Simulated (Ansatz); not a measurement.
# NaCl: a line through an energy map

Aim: follow the energy of NaCl (Pm-3m, No. 221; 2 atoms in the cell) along one coordinate, strain +e along z and -e/2 along x and y, with the other held at strain +e along x and -e along y = −11.25 %.

Computed with Ansatz 0.2.0 (DFT LDA, scalar-relativistic, plane waves, PAW, unless a step's input says otherwise).

1 further run of the same task is left out (set aside as unsound or not needed).

## Step 1: Starting point

The structure is cubic, space group Pm-3m (No. 221). The conventional cell has a = 3.370 Å, b = 3.370 Å, c = 3.370 Å, α = 90.00°, β = 90.00°, γ = 90.00°. Na (site symmetry m-3m) has 8 Cl at 2.92 Å as nearest neighbours. Around Cl (site symmetry m-3m) lie 8 Na at 2.92 Å.

Structure file:

```cif
data_structure
_symmetry_space_group_name_H-M 'Pm-3m'
_symmetry_Int_Tables_number 221
_cell_length_a 3.3697
_cell_length_b 3.3697
_cell_length_c 3.3697
_cell_angle_alpha 90.000
_cell_angle_beta 90.000
_cell_angle_gamma 90.000
_cell_volume 38.26
loop_
_atom_site_label
_atom_site_type_symbol
_atom_site_symmetry_multiplicity
_atom_site_Wyckoff_symbol
_atom_site_fract_x
_atom_site_fract_y
_atom_site_fract_z
_atom_site_occupancy
Na1 Na 1 a 0.00000 0.00000 0.00000 1
Cl1 Cl 1 b 0.50000 0.50000 0.50000 1
```

It goes back to an entry of the Materials Project, which need not be the stable form.

It is the result of an earlier relaxation at this level (volume 19.13 Å³/atom; gap on the mesh: 4.00 eV).

## Step 2: Plan of the line

The energy is mapped over two homogeneous strains (x along [1 0 0], y along [0 1 0], z along [0 0 1] of the conventional cell).

First coordinate, strain +e along x and -e along y: 9 values from −15.00 %. Second coordinate, strain +e along z and -e/2 along x and y: 9 values from −4 to 4 %.

Nothing else is relaxed (symmetry fixes all fractional coordinates). Energies count from the relaxed crystal. Points are written as (first, second).

## Step 3: The run at (−11.25 %, −4 %)

input.yaml reads:

```yaml
crystal:
  lattice:
    - [3.0580154695, 0.0, 0.0]
    - [0.0, 3.8162011231, 0.0]
    - [0.0, 0.0, 3.2349254554]
  atoms:
    - { symbol: Na, position: [0.0, 0.0, 0.0] }
    - { symbol: Cl, position: [0.5, 0.5, 0.5] }
basis:
  ecutwfc: 340.0
kpoints:
  mp_grid: { grid: [8, 8, 8] }
hamiltonian:
  xc: lda
scf:
  occupations: { method: gaussian, width: 0.05 }
output:
  forces: true
  stress: true
  eigenvalues: true
```

Run with:

```console
$ ansatz run input.yaml --threads 1 --pin off --max-ram 2048MiB --backend cpu --events-out ev --progress --plain --runs-dir out
```

The session goes on with these runs: the other points of the line.

Before running it: what results should come out? Wanted: for each run, strain +e along z and -e/2 along x and y; energy; slope; pressure.

The runs gave:

```
strain +e along z and -e/2 along x and y (%)  step  energy (meV/atom)  slope (meV/atom per %)  pressure (GPa)  band gap on the k-mesh (eV)
                                          −4     3                144                    −3.3            1.60                         2.47
                                          −3     4                141                    −1.2            1.60                         2.45
                                          −2     5                141                     0.8            1.63                         2.42
                                          −1     6                143                     2.7            1.68                         2.39
                                           0     7                147                     4.6            1.76                         2.35
                                           1     8                152                     6.5            1.86                         2.30
                                           2     9                160                     8.3            1.98                         2.24
                                           3    10                169                    10.1            2.13                         2.17
                                           4    11                180                    12.0            2.30                         2.09
```

Energies count from the relaxed crystal. Slopes come from the forces (and the stress, where the cell changes), not from differences of energies.

What this shows: Along the line the energy is lowest at −2 %, 141 meV/atom from the zero. The highest point computed, at 4 %, lies 39 meV/atom above the lowest. This is one cut through a surface in two coordinates; the map's lowest point lies off it. The cutoff or the k-mesh is coarse on purpose, so the map is rough. The settings are coarse, so take the values as rough.

The gaps are Kohn-Sham values of a semilocal functional, not quasiparticle or optical gaps. Such gaps usually fall short of the measured ones.
